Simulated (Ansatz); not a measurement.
# Zr5H2: the cost of one run

Method: DFT PBE, scalar-relativistic, plane waves, PAW, in Ansatz 0.2.0.

6 further runs of the same task are left out: 6 set aside as unsound or not needed.

## (1) The system as given

It takes space group Cm (No. 8, monoclinic). Conventional cell: a = 8.756 Å, b = 5.055 Å, c = 21.872 Å, α = 90.00°, β = 90.00°, γ = 90.00°. Zr (site symmetry m) is surrounded by 4 Zr at 2.70 to 3.10 Å. Around Zr (site symmetry m) lie 7 Zr at 2.84 to 3.10 Å. Around Zr (site symmetry m) lie 6 Zr at 3.02 to 3.05 Å. Around Zr (site symmetry m) lie 7 Zr at 2.70 to 3.15 Å. Zr (site symmetry m) is surrounded by 2 H at 1.53 Å. H (site symmetry m) is surrounded by 1 H at 1.18 Å and 1 Zr at 1.53 Å.

Coordinates:

```cif
data_structure
_symmetry_space_group_name_H-M 'P 1'
_symmetry_Int_Tables_number 1
_cell_length_a 5.0552
_cell_length_b 5.0552
_cell_length_c 21.8721
_cell_angle_alpha 90.000
_cell_angle_beta 90.000
_cell_angle_gamma 120.000
_cell_volume 484.06
loop_
_atom_site_label
_atom_site_type_symbol
_atom_site_fract_x
_atom_site_fract_y
_atom_site_fract_z
_atom_site_occupancy
Zr1 Zr 0.66667 0.33333 0.18288 1
Zr2 Zr 0.33333 0.66667 0.23006 1
Zr3 Zr 0.00000 0.00000 0.27028 1
Zr4 Zr 0.66667 0.33333 0.30623 1
Zr5 Zr 0.33333 0.66667 0.35991 1
H1 H 0.26589 0.73411 0.42438 1
H2 H 0.40077 0.59923 0.42438 1
```

This is the geometry of the first run shown, built on a cell relaxed beforehand with the same method.

## (2) What is varied

Atoms count from 1 in the order of the input.

H2 lies flat over one site of a rigid substrate while its bond length and height are varied.

- distance H6-H7: 8 values from 0.650 to 2.650 Å
- height of the H2 axis above the plane of Zr5: 9 values from 0.45 to 3.60 Å

Nothing else is relaxed. Points are written as (first, second).

## (3) The run at (1.181 Å, 1.41 Å)

The cell repeats along c, and a dipole correction in the vacuum removes the field between the copies.

input.yaml reads:

```yaml
crystal:
  lattice:
    - [5.0551939858, 0.0, 0.0]
    - [-2.5275969929, 4.3779264128, 0.0]
    - [0.0, 0.0, 21.8720672789]
  atoms:
    - { symbol: Zr, position: [0.6666666667, 0.3333333333, 0.1828816613] }
    - { symbol: Zr, position: [0.3333333333, 0.6666666667, 0.2300599704] }
    - { symbol: Zr, position: [0.0, 0.0, 0.2702766909] }
    - { symbol: Zr, position: [0.6666666667, 0.3333333333, 0.3062297178] }
    - { symbol: Zr, position: [0.3333333333, 0.6666666667, 0.3599141855] }
    - { symbol: H, position: [0.2658927297, 0.7341072703, 0.4243799711] }
    - { symbol: H, position: [0.400773937, 0.599226063, 0.4243799711] }
basis:
  ecutwfc: 420
kpoints:
  mp_grid: { grid: [6, 6, 1] }
hamiltonian:
  xc: pbe
scf:
  occupations: { method: gaussian, width: 0.1 }
output:
  forces: true
  eigenvalues: true
efield:
  axis: 3
  dipole_correction: true
  ramp_width: 0.04
```

Run with:

```sh
$ ansatz run input.yaml --threads 1 --pin off --max-ram 3072MiB --backend cpu --events-out ev --progress --plain --runs-dir out
```

Q: Estimate wall time and peak memory on 1 thread of Intel Xeon Platinum 8259CL at 2.50GHz (Skylake/Cascade Lake), shared host.

About 23 s, with a peak of 0.72 GiB.
